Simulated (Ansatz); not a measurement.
## Structure relaxation of SbS₃

Theory: Ansatz 0.2.0, DFT PBE, scalar-relativistic, plane waves, PAW. Cutoff 420 eV, Γ-centred k mesh, Gaussian smearing, no spin polarisation in the final step.

The start puts SbS₃ on the Cu3Au (L1_2) structure type (Pm-3m, No. 221), with Sb in place of Au, S in place of Cu, at a guessed volume.

```
Sb S
1.0
     4.46370    0.00000    0.00000
     0.00000    4.46370    0.00000
     0.00000    0.00000    4.46370
Sb S
1 3
Direct
  0.00000 0.00000 0.00000
  0.00000 0.50000 0.50000
  0.50000 0.00000 0.50000
  0.50000 0.50000 0.00000
```

Cell and atoms relax at zero pressure; the relaxation can't lower the symmetry of the start. After a coarse first stage the cell is made exact in the group found at 0.06 Å.

Energies over the elements count from the elements' standard structures at the same level, with no empirical corrections.

Describe the relaxed structure.

It keeps Pm-3m (No. 221). The result has the Cu3Au (L1_2) structure. Conventional cell: a = 4.232 Å. Sb has 12 S at 2.99 Å; around S lie 4 Sb at 2.99 Å and 8 S at 2.99 Å.

Space group Pm-3m (No. 221). a = 4.232 Å, b = 4.232 Å, c = 4.232 Å, α = 90.00°, β = 90.00°, γ = 90.00°
| atom | site | symmetry | x | y | z |
| --- | --- | --- | --- | --- | --- |
| Sb | 1a | m-3m | 0.0000 | 0.0000 | 0.0000 |
| S | 3c | 4/mm.m | 0.0000 | 0.5000 | 0.5000 |

What are its volume, energy, density and gap?

The volume per atom is 18.95 Å³, the density is 4.78 g/cm³ and the energy over the elements is 0.75 eV/atom. The gap on the 12×12×12 mesh is 0 eV (a metal).

The final run used a 12×12×12 mesh on its 4-atom cell and 0.10 eV smearing. For metals, differences of a few meV/atom aren't resolved. Spin–orbit coupling is left out. A structure relaxed within its symmetry needn't be a true minimum. The steps took about 40 core-seconds in all.

Cost: 3 runs of about 0.69 core-minutes in all, on Arm Neoverse V1 (shared hosts).